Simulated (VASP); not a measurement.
MgO:

```
Mg O
1.0
     3.30779    0.00000    0.00000
    -1.65389    2.86463    0.00000
     0.00000    0.00000    4.98288
Mg O
2 2
Direct
  0.33333 0.66667 0.00216
  0.66667 0.33333 0.50216
  0.33333 0.66667 0.40244
  0.66667 0.33333 0.90244
```

Measurements of this composition are mostly on another form, of space group No. 225.

| Quantity | Value |
| --- | --- |
| Program | VASP 6.6.1 |
| Task | relaxation of cell and atoms |
| Functional | RPBE |
| Potentials or basis | VASP PAW PBE potentials, release 64 (Mg, O) |
| Cutoff | 600 eV |
| k mesh | 9 × 9 × 6 |
| Occupations | gaussian, width 0.02 eV |
| Spin | no spin polarisation |

At the start: pressure 6.2 GPa; volume 11.80 Å³/atom.

Question: Where does the relaxation end?

Answer: Over 12 steps the energy falls by 12.9 meV/atom and the volume is 12.48 Å³/atom (+5.8 %); space group P6_3mc (No. 186, to 0.05 Å).

The path:
| step | energy change (eV) | largest force (eV/Å) | pressure (GPa) | volume (Å³) |
| --- | --- | --- | --- | --- |
| 1 | 0.0000 | 0.0066 | 6.21 | 47.22 |
| 2 | -0.0425 | 0.0581 | -1.51 | 50.41 |
| 3 | -0.0459 | 0.0448 | 0.02 | 49.69 |
| 4 | -0.0459 | 0.0458 | -0.10 | 49.74 |
| 5 | -0.0469 | 0.0506 | -0.10 | 49.77 |
| 6 | -0.0491 | 0.0623 | -0.11 | 49.85 |
| 7 | -0.0506 | 0.0754 | -0.16 | 50.01 |
| 8 | -0.0512 | 0.0416 | -0.10 | 50.00 |
| 9 | -0.0514 | 0.0100 | -0.05 | 49.99 |
| 10 | -0.0515 | 0.0057 | -0.03 | 49.97 |
| 11 | -0.0516 | 0.0067 | 0.00 | 49.94 |
| 12 | -0.0516 | 0.0030 | 0.00 | 49.93 |

Final structure:
```
Mg O
1.0
     3.33642    0.00000    0.00000
    -1.66821    2.88943    0.00000
     0.00000    0.00000    5.17969
Mg O
2 2
Direct
  0.33333 0.66667 0.00711
  0.66667 0.33333 0.50711
  0.33333 0.66667 0.39749
  0.66667 0.33333 0.89749
```

Caveat: the PAW data sets were made with another functional, which shifts forces and pressure a little.
